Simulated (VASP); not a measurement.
# Mo (Im-3m) in VASP: further runs

The runs below take Mo through single point, with PBE.

Everything below comes from runs of VASP 6.6.1. Logs are shortened: lines on timing, memory, paths and dates and some standing lists are left out, and cuts for length are marked.

## Step 1: The structure

The structure is cubic, space group Im-3m (No. 229). Conventional cell: a = 3.147 Å, b = 3.147 Å, c = 3.147 Å, α = 90.00°, β = 90.00°, γ = 90.00°. Around Mo (site symmetry m-3m) lie 8 Mo at 2.73 Å.

## Step 2: Single point, PBE

INCAR

```
SYSTEM = Mo
PREC = Accurate
ENCUT = 520
EDIFF = 1E-7
ISMEAR = 0
SIGMA = 0.1
LREAL = .FALSE.
LASPH = .TRUE.
NELM = 80
ALGO = Normal
ISIF = 2
LWAVE = .FALSE.
LCHARG = .FALSE.
GGA = PE
```

KPOINTS

```
regular mesh
0
G
  14 14 14
  0 0 0
```

POSCAR

```
Mo
1.0
   -1.5734150000      1.5734150000      1.5734150000
    1.5734150000     -1.5734150000      1.5734150000
    1.5734150000      1.5734150000     -1.5734150000
Mo
1
Direct
    0.0000000000      0.0000000000      0.0000000000
```

Potentials or basis: VASP PAW PBE potentials, release 64 (Mo_sv).

Run with:

```sh
cat potpaw_PBE.64/Mo_sv/POTCAR > POTCAR
mpirun -np 1 vasp_std > vasp.out
```

OUTCAR:

```text
SYSTEM = Mo
   PREC = Accurate
   ENCUT = 520
   EDIFF = 1E-7
   ISMEAR = 0
   LREAL = .FALSE.
   LASPH = .TRUE.
   NELM = 80
   ISIF = 2
   GGA = PE

 ion  position               nearest neighbor table
   1  0.000  0.000  0.000-

  LATTYP: Found a body centered cubic cell.
 ALAT       =     3.1468300000

  Lattice vectors:

 A1 = (  -1.5734150000,   1.5734150000,   1.5734150000)
 A2 = (   1.5734150000,  -1.5734150000,   1.5734150000)
 A3 = (   1.5734150000,   1.5734150000,  -1.5734150000)

Analysis of symmetry for initial positions (statically):
=====================================================================
 Subroutine PRICEL returns:
 Original cell was already a primitive cell.

 Routine SETGRP: Setting up the symmetry group for a
 body centered cubic supercell.

 Subroutine GETGRP returns: Found 48 space group operations
 (whereof 48 operations were pure point group operations)
 out of a pool of 48 trial point group operations.

The static configuration has the point symmetry O_h .

Analysis of symmetry for dynamics (positions and initial velocities):
=====================================================================
 Subroutine PRICEL returns:
 Original cell was already a primitive cell.

 Routine SETGRP: Setting up the symmetry group for a
 body centered cubic supercell.

 Subroutine GETGRP returns: Found 48 space group operations
 (whereof 48 operations were pure point group operations)
 out of a pool of 48 trial point group operations.

The dynamic configuration has the point symmetry O_h .

 Subroutine INISYM returns: Found 48 space group operations
 (whereof 48 operations are pure point group operations),
 and found     1 'primitive' translations

----------------------------------------------------------------------------------------

                                     Primitive cell

  volume of cell :      15.5808

  direct lattice vectors                    reciprocal lattice vectors
    -1.573415000  1.573415000  1.573415000     0.000000000  0.317780115  0.317780115
     1.573415000 -1.573415000  1.573415000     0.317780115  0.000000000  0.317780115
     1.573415000  1.573415000 -1.573415000     0.317780115  0.317780115  0.000000000

  length of vectors
     2.725234721  2.725234721  2.725234721     0.449408949  0.449408949  0.449408949

  position of ions in fractional coordinates (direct lattice)
     0.000000000  0.000000000  0.000000000

  ion indices of the primitive-cell ions
   primitive index   ion index
                 1           1

----------------------------------------------------------------------------------------

 KPOINTS: regular mesh

Automatic generation of k-mesh.
 Grid dimensions read from file:
 generate k-points for:   14   14   14

 Generating k-lattice:

  Cartesian coordinates                     Fractional coordinates (reciprocal lattice)
     0.000000000  0.022698580  0.022698580     0.071428571  0.000000000  0.000000000
     0.022698580  0.000000000  0.022698580     0.000000000  0.071428571  0.000000000
     0.022698580  0.022698580  0.000000000     0.000000000  0.000000000  0.071428571

  Length of vectors
     0.032100639  0.032100639  0.032100639

  Shift w.r.t. Gamma in fractional coordinates (k-lattice)
     0.000000000  0.000000000  0.000000000

 Subroutine IBZKPT returns following result:
 ===========================================

 Found    104 irreducible k-points:

 Following reciprocal coordinates:
            Coordinates               Weight
  0.000000  0.000000  0.000000      1.000000
  0.071429  0.000000  0.000000     12.000000
  0.142857  0.000000  0.000000     12.000000
  0.214286  0.000000  0.000000     12.000000
  0.285714  0.000000  0.000000     12.000000
  0.357143  0.000000  0.000000     12.000000
[... 16 lines left out ...]
  0.285714  0.285714  0.000000     24.000000
  0.357143  0.285714  0.000000     24.000000
 [... further k-points ...]
   k-points           NKPTS =    104   k-points in BZ     NKDIM =    104   number of bands    NBANDS=     11
   number of dos      NEDOS =    301   number of ions     NIONS =      1
   total plane-waves  NPLWV =   8000
   dimension x,y,z NGX =    20 NGY =   20 NGZ =   20
   dimension x,y,z NGXF=    40 NGYF=   40 NGZF=   40
   ions per type =               1
   NGX,Y,Z   is equivalent  to a cutoff of  12.20, 12.20, 12.20 a.u.
   NGXF,Y,Z  is equivalent  to a cutoff of  24.40, 24.40, 24.40 a.u.
 SYSTEM =  Mo
   PREC   = accura    normal or accurate (medium, high low for compatibility)
   ISTART =      0    job   : 0-new  1-cont  2-samecut
   ICHARG =      2    charge: 1-file 2-atom 10-const
   ISPIN  =      1    spin polarized calculation?
   LNONCOLLINEAR =      F non collinear calculations
   LSORBIT =      F    spin-orbit coupling
   LASPH  =      T    aspherical Exc in radial PAW
   ENCUT  =  520.0 eV  38.22 Ry    6.18 a.u.   5.07  5.07  5.07*2*pi/ulx,y,z
   NELM   =     80;   NELMIN=  2; NELMDL= -5     # of ELM steps
   EDIFF  = 0.1E-06   stopping-criterion for ELM
   LREAL  =      F    real-space projection
   EDIFFG = 0.1E-05   stopping-criterion for IOM
   NSW    =      0    number of steps for IOM
   IBRION =     -1    ionic relax: 0-MD 1-quasi-New 2-CG
   NFREE  =      0    steps in history (QN), initial steepest desc. (CG)
   ISIF   =      2    stress and relaxation
   ISYM   =      2    0-nonsym 1-usesym 2-fastsym
   POTIM  = 0.5000    time-step for ionic-motion
   TEBEG  =    0.0;   TEEND  =   0.0 temperature during run
   PSTRESS=    0.0 pullay stress
   NELECT =      14.0000    total number of electrons
   NUPDOWN=      -1.0000    fix difference up-down
   EMIN   =  10.00;   EMAX   =-10.00  energy-range for DOS
   EFERMI =   0.00;   METHOD = LEGACY
   ISMEAR =     0;   SIGMA  =   0.10  broadening in eV -4-tet -1-fermi 0-gaus
   EFERMI_NEDOS =   21; number of points for ismear=-14 and -15
   IALGO  =     38    algorithm
   IMIX   =      4    mixing-type and parameters
     AMIX     =   0.40;   BMIX     =  1.00
     AMIX_MAG =   1.60;   BMIX_MAG =  1.00
  volume/ion in A,a.u.               =      15.58       105.14
  Fermi-wavevector in a.u.,A,eV,Ry     =   1.579747  2.985289 33.954710  2.495601
  Thomas-Fermi vector in A             =   2.680079
   LORBIT       =      0    0 simple, 1 ext, 2 COOP (PROOUT), +10 PAW based schemes
   GGA     = PE    functional components
   LHFCALC =     F    Hartree Fock is set to
   AEXX    =    0.0000 exact exchange contribution
   IVDW    =     0    specifies the selected vdW correction
   LEPSILON=     F    determine dielectric tensor
   LRPA    =     F    only Hartree local field effects (RPA)
 non-spin polarized calculation
 Gauss-broadening in eV      SIGMA  =   0.10
  energy-cutoff  :      520.00
  volume of cell :       15.58
 maximum number of plane-waves:       432
   NGX = 11   NGY = 11   NGZ = 11

 number of electron      14.0000001 magnetization

 Free energy of the ion-electron system (eV)
  ---------------------------------------------------
  ext. energy  EPLUGINS =         0.00000000
  ---------------------------------------------------
  free energy    TOTEN  =       -10.92069245 eV

  energy without entropy =      -10.91429692  energy(sigma->0) =      -10.91749469

 E-fermi :  12.6899     XC(G=0): -13.4118

 val. band max:       12.6875550935   @ k =   0.3571   0.0714   0.0714
 cond. band min:      12.6975783900   @ k =  -0.3571   0.3571   0.2857
 fundamental gap:      0.0100232965
 Fermi energy:        12.6899203913

 k-point     1 :       0.0000    0.0000    0.0000
  band No.  band energies     occupation
      1     -48.6532      2.00000
      2     -21.9108      2.00000
      3     -21.9108      2.00000
      4     -21.9108      2.00000
      5       5.3993      2.00000
      6      11.2654      2.00000
      7      11.2654      2.00000
      8      11.2654      2.00000
      9      14.3042      0.00000
     10      14.3042      0.00000
     11      27.4839      0.00000

 k-point     2 :       0.0714    0.0000    0.0000
  band No.  band energies     occupation
      1     -48.6402      2.00000
      2     -21.9858      2.00000
      3     -21.9339      2.00000
      4     -21.9114      2.00000
      5       5.6252      2.00000
      6      11.1382      2.00000
      7      11.2433      2.00000
      8      11.4779      2.00000
      9      14.1204      0.00000
     10      14.3078      0.00000
     11      27.6511      0.00000

 k-point     3 :       0.1429    0.0000    0.0000
  band No.  band energies     occupation
      1     -48.6036      2.00000
      2     -22.1926      2.00000
      3     -21.9982      2.00000
      4     -21.9130      2.00000
      5       6.2451      2.00000
      6      10.8013      2.00000
      7      11.1389      2.00000
      8      12.1007      2.00000
      9      13.7972      0.00000
     10      14.3318      0.00000
     11      27.9701      0.00000

 k-point     4 :       0.2143    0.0000    0.0000
  band No.  band energies     occupation
      1     -48.5504      2.00000
      2     -22.4838      2.00000
      3     -22.0898      2.00000
      4     -21.9153      2.00000
      5       7.0428      2.00000
      6      10.3568      2.00000
      7      11.0100      2.00000
      8      13.0878      0.00000
      9      13.7032      0.00000
     10      14.4042      0.00000
     11      27.8513      0.00000
[... 239 lines left out ...]
 k-point    22 :       0.3571    0.2143    0.0000
  band No.  band energies     occupation
      1     -48.3647      2.00000
      2     -23.1266      2.00000
      3     -22.5875      2.00000
      4     -22.0632      2.00000
      5       8.4209      2.00000
      6       9.6000      2.00000
      7      11.4485      2.00000
      8      14.2072      0.00000
      9      15.2923      0.00000
     10      20.2168      0.00000
     11      23.4907      0.00000

 k-point    23 :       0.2857    0.2857    0.0000
  band No.  band energies     occupation
      1     -48.3617      2.00000
      2     -23.0491      2.00000
      3     -22.6740      2.00000
      4     -22.0800      2.00000
      5       8.7230      2.00000
      6       9.7897      2.00000
      7      10.8778      2.00000
      8      14.2936      0.00000
      9      15.1063      0.00000
     10      20.7435      0.00000
     11      23.5420      0.00000

 k-point    24 :       0.3571    0.2857    0.0000
  band No.  band energies     occupation
      1     -48.3533      2.00000
      2     -22.9959      2.00000
      3     -22.7793      2.00000
      4     -22.0874      2.00000
      5       8.7537      2.00000
      6       9.9601      2.00000
      7      10.7177      2.00000
      8      14.5320      0.00000
      9      15.0245      0.00000
     10      22.0592      0.00000
     11      22.8557      0.00000

 [... further k-points ...]

------------------------ aborting loop because EDIFF is reached ----------------------------------------

  FORCE on cell =-STRESS in cart. coord.  units (eV):
  Direction    XX          YY          ZZ          XY          YZ          ZX
  --------------------------------------------------------------------------------------
  -------------------------------------------------------------------------------------
  Total        0.4603369      0.4603369      0.4603369      0.0000000      0.0000000     -0.0000000
  in kB       47.3365412     47.3365412     47.3365412      0.0000000      0.0000000     -0.0000000
  external PRESSURE =      47.3365412 kB  Pullay stress =       0.0000000 kB

 VOLUME and BASIS-vectors are now :
 -----------------------------------------------------------------------------
  energy-cutoff  :      520.00
  volume of cell :       15.58
      direct lattice vectors                 reciprocal lattice vectors
    -1.573415000  1.573415000  1.573415000     0.000000000  0.317780115  0.317780115
     1.573415000 -1.573415000  1.573415000     0.317780115  0.000000000  0.317780115
     1.573415000  1.573415000 -1.573415000     0.317780115  0.317780115  0.000000000

 POSITION                                       TOTAL-FORCE (eV/Angst)
 -----------------------------------------------------------------------------------
      0.00000      0.00000      0.00000        -0.000000     -0.000000     -0.000000
 -----------------------------------------------------------------------------------
    total drift:                               -0.000000     -0.000000      0.000000

  FREE ENERGIE OF THE ION-ELECTRON SYSTEM (eV)
  ---------------------------------------------------
  free  energy   TOTEN  =       -10.9206924523 eV

  energy  without entropy=      -10.9142969213  energy(sigma->0) =      -10.91749469
```

It took 7.1 s on 1 thread of AMD EPYC 9R45 (Zen 5), shared host; peak memory 0.1 GiB.

Results:

* Free energy: -10.9207 eV
* Pressure: 4.7 GPa
* Band gap on the k mesh: none (metal or under the smearing width)

## Step 3: Single point, PBE

INCAR: that of step 2 with these lines changed.

```diff
@@ -2,3 +2,3 @@
 PREC = Accurate
-ENCUT = 520
+ENCUT = 600
 EDIFF = 1E-7
```

KPOINTS is that of step 2.

POSCAR is that of step 2.

Potentials or basis: VASP PAW PBE potentials, release 64 (Mo_sv).

Run with:

```sh
cat potpaw_PBE.64/Mo_sv/POTCAR > POTCAR
mpirun -np 1 vasp_std > vasp.out
```

Run time: 11 s. Hardware: 1 thread of AMD EPYC 9R45 (Zen 5), shared host; peak memory 0.12 GiB.

The run converged. Its results:

```yaml
Free_energy: -10.9208 eV
Pressure: 4.6 GPa
Band_gap_on_the_k_mesh: none (metal or under the smearing width)
```

Levels at points of the mesh, in eV from the Fermi level:
```tsv
k point	band 3	band 4	band 5	band 6	band 7	band 8	band 9	band 10	band 11
(0.00, 0.00, 0.00)	-34.60	-34.60	-7.29	-1.42	-1.42	-1.42	1.61	1.61	14.79
(0.50, 0.00, 0.00)	-35.05	-34.61	-5.39	-3.47	1.59	1.64	2.27	4.71	11.66
(0.50, 0.50, 0.50)	-35.57	-35.57	-5.51	-5.51	3.94	3.94	3.94	9.04	9.04
```

## Step 4: Single point, PBE

INCAR: that of step 3 with these lines changed.

```diff
@@ -2,3 +2,3 @@
 PREC = Accurate
-ENCUT = 600
+ENCUT = 700
 EDIFF = 1E-7
```

KPOINTS is that of step 3.

POSCAR is that of step 3.

Run with:

```sh
cat potpaw_PBE.64/Mo_sv/POTCAR > POTCAR
mpirun -np 1 vasp_std > vasp.out
```

It took 12 s on 1 thread of AMD EPYC 9R45 (Zen 5), shared host; peak memory 0.12 GiB.

Results (log left out):

| Item | Value |
| --- | --- |
| Free energy | -10.9210 eV |
| Pressure | 4.7 GPa |
| Band gap on the k mesh | none (metal or under the smearing width) |

Levels at points of the mesh, in eV from the Fermi level:
```csv
k point,band 4,band 5,band 6,band 7,band 8,band 9,band 10,band 11
"(0.00, 0.00, 0.00)",-34.60,-7.29,-1.42,-1.42,-1.42,1.61,1.61,14.79
"(0.50, 0.00, 0.00)",-34.61,-5.39,-3.47,1.59,1.64,2.27,4.71,11.65
"(0.50, 0.50, 0.50)",-35.58,-5.51,-5.51,3.94,3.94,3.94,9.04,9.04
```

## Step 5: Summary

```csv
cutoff (eV),gap on the mesh (eV),pressure (GPa)
520,none,4.7
600,none,4.6
700,none,4.7
```

Alike in all rows: task single point; level PBE; potentials or basis VASP PAW PBE potentials, release 64 (Mo_sv); no spin polarisation; cell as given; k mesh 14 × 14 × 14; smearing gaussian 0.1 eV.

Every run on the cell as given and a fine mesh finds a metal.

Absolute energies hang on the potentials; compare differences alone.
